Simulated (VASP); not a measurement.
Runs of VASP 6.6.1 on Na. Symmetry: P6_3/mmc, No. 194, hexagonal system. Conventional cell: a = 3.767 Å, b = 3.767 Å, c = 6.154 Å, α = 90.00°, β = 90.00°, γ = 120.00°. Around Na (site symmetry -6m2) lie 12 Na at 3.77 Å. This isn't the form of Na at room conditions, which is bcc.

```tsv
task	level	potentials or basis	cell	k mesh	cutoff (eV)	smearing	grid for exact exchange (PRECFOCK)	exchange at q = 0	k mesh for the DOS	occupations for the DOS	monkhorst-Pack mesh	other keys	mesh quality	gap on the mesh (eV)	pressure (GPa)
electric field gradients	r2SCANh	VASP PAW PBE potentials, release 64 (Na_pv)	atoms moved at random, drawn with an rms of 0.02 Å	4 × 4 × 3	520	fermi-dirac 0.1 eV	Normal	default	-	-	-	LMAXMIX = 4	coarse	none	0.1
single point	optPBE-vdW	VASP PAW PBE potentials, release 64 (Na_sv_GW)	atoms moved at random, drawn with an rms of 0.02 Å	8 × 8 × 5	600	methfessel-paxton 0.1 eV	-	-	-	-	-	-	not flagged	none	-0.6
density of states	revTPSS+D4	VASP PAW PBE potentials, release 64 (Na_pv)	as given	8 × 8 × 5	520	tetrahedron	-	-	-	-	-	LREAL = Auto; NELMDL = -8; ISMEAR = -5; SIGMA = 0.1	not flagged	none	-0.2
optical spectrum	HF	VASP PAW PBE potentials, release 64 (Na_pv)	as given	4 × 4 × 3	520	methfessel-paxton 0.2 eV	Fast	default	-	-	yes	shifted = yes	coarse	-	(a)
```

Alike in all rows: no spin polarisation.

Q: Fill in the values left out.

A: (a) 1.3.

Caveats: some runs use coarse meshes; the PAW data sets were made with another functional, which shifts forces and pressure a little; pairwise dispersion overbinds metals, which lowers pressure and volume (some runs); tetrahedron occupations give inexact forces and stress in metals (some runs); spectra need much finer meshes, so this one isn't converged (some runs); these spectra lack excitons (some runs); the intraband (Drude) part of a metal's response may be missing (some runs).

A gap of «none» marks a metal or a gap under the smearing width.

The runs don't all hold the same shells in valence.

Runs at the PBE level aren't shown here.
